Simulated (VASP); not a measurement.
**A VASP 6.6.1 single-point calculation on LiH**

INCAR

```
LWAVE = .FALSE.
LASPH = .TRUE.
IBRION = -1
ISIF = 2
NBANDS = 9
GGA = PE
PREC = Accurate
ISMEAR = -1
NELM = 66
ENCUT = 520
SIGMA = 0.02
EDIFF = 1E-8
LREAL = .FALSE.
NELECT = 3.9
LCHARG = .FALSE.
NSW = 0
```

KPOINTS

```
KPOINTS created by Atomic Simulation Environment
0
Gamma
8 8 8
0 0 0
```

POSCAR

```
Li H
 1.0000000000000000
    -0.0028000000000000    2.0501000000000000    2.0228000000000002
     2.1105000000000000   -0.0406000000000000    2.0606000000000000
     2.1770999999999998    2.1545000000000001   -0.1071000000000000
 Li  H
   1   1
Cartesian
  0.0473446400000000  0.0435738700000000  0.0285381600000000
  1.0677846300000000  1.1054344400000002  0.9310598200000001
```

The recommended PBE PAW datasets give the neutral cell 4 valence electrons.

Command

```
mpirun -np 1 vasp_std
```

Question: How does this run end, and what does it give?

Answer: It converged. Results: pressure -1.3 GPa; largest force 0.33 eV/Å.

OSZICAR

```
N       E                     dE             d eps       ncg     rms          rms(c)
DAV:   1    -0.853978535238E+00   -0.85398E+00   -0.94989E+02  4704   0.287E+02
DAV:   2    -0.595384140717E+01   -0.50999E+01   -0.50089E+01  6577   0.552E+01
DAV:   3    -0.605152737880E+01   -0.97686E-01   -0.97273E-01  5561   0.659E+00
DAV:   4    -0.605249309977E+01   -0.96572E-03   -0.96532E-03  6341   0.547E-01
DAV:   5    -0.605249966243E+01   -0.65627E-05   -0.65625E-05  5516   0.331E-02    0.291E+00
DAV:   6    -0.589205306252E+01    0.16045E+00   -0.13466E-01  5007   0.115E+00    0.150E+00
DAV:   7    -0.582940358449E+01    0.62649E-01   -0.24499E-01  5349   0.160E+00    0.277E-01
DAV:   8    -0.583391865185E+01   -0.45151E-02   -0.13398E-02  5145   0.489E-01    0.169E-01
DAV:   9    -0.583318811473E+01    0.73054E-03   -0.19488E-03  5594   0.159E-01    0.106E-02
DAV:  10    -0.583319842606E+01   -0.10311E-04   -0.69753E-05  5483   0.555E-02    0.670E-03
DAV:  11    -0.583319772135E+01    0.70471E-06   -0.44082E-06  6208   0.837E-03    0.786E-04
DAV:  12    -0.583319788608E+01   -0.16473E-06   -0.17410E-07  5089   0.208E-03    0.716E-04
DAV:  13    -0.583319790950E+01   -0.23423E-07   -0.15727E-08  5852   0.745E-04    0.110E-04
DAV:  14    -0.583319790926E+01    0.24320E-09   -0.71498E-10  2540   0.212E-04
   1 F= -.58331979E+01 E0= -.58325625E+01  d E =-.127073E-02
```

The cell is charged and sits in a uniform background.

For comparison, a separate PBE run of the intended cell, on usual settings and not on those above, gives a gap of 3.87 eV on its mesh and a pressure of 1.2 GPa.
